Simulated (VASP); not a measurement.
Wanted: the native input for a VASP 6.6.1 run.

```
Task                   : single point
Functional             : PBEsol
Potentials or basis    : VASP PAW PBE potentials, release 64 (Cs_sv)
Cutoff                 : 520 eV
k mesh                 : 12 × 12 × 6
Occupations            : gaussian, width 0.15 eV
Spin                   : no spin polarisation
Dipole correction      : no
Further INCAR settings : ALGO = Fast; EDIFF = 1e-06; NBANDS = 16
```

The structure of Cs lies in POSCAR:

```
Cs
1.0
    5.5663060538      0.0000000000      0.0000000000
   -2.7831530269      4.8205624479      0.0000000000
    0.0000000000      0.0000000000      9.2584789600
Cs
2
Direct
    0.3333333333      0.6666666667      0.2500000000
    0.6666666667      0.3333333333      0.7500000000
```

This isn't the form of Cs at room conditions, which is bcc.

One way to write it, as run:

INCAR

```
ALGO = Fast
EDIFF = 1E-6
ENCUT = 520
GGA = PS
ISIF = 2
ISMEAR = 0
LASPH = T
LCHARG = F
LREAL = F
LWAVE = F
NBANDS = 16
NELM = 100
PREC = Accurate
SIGMA = 0.15
```

KPOINTS

```
k-points
0
Gamma
  12 12 6
```

Potentials or basis: VASP PAW PBE potentials, release 64 (Cs_sv).

Launch:

```bash
$ cat potpaw_PBE.64/Cs_sv/POTCAR > POTCAR
$ mpirun -np 1 vasp_std > vasp.out
```

Results of the run:

```json
{
 "Pressure": "-0.2 GPa",
 "Band gap on the k mesh": "none (metal or under the smearing width)"
}
```

Caveat: the PAW data sets were made with another functional, which shifts forces and pressure a little.

Run time: 4.6 min on 1 thread of Intel(R) Xeon(R) Platinum 8259CL CPU @ 2.50GHz (Skylake/Cascade Lake), on a shared host, peak memory 0.48 GiB.
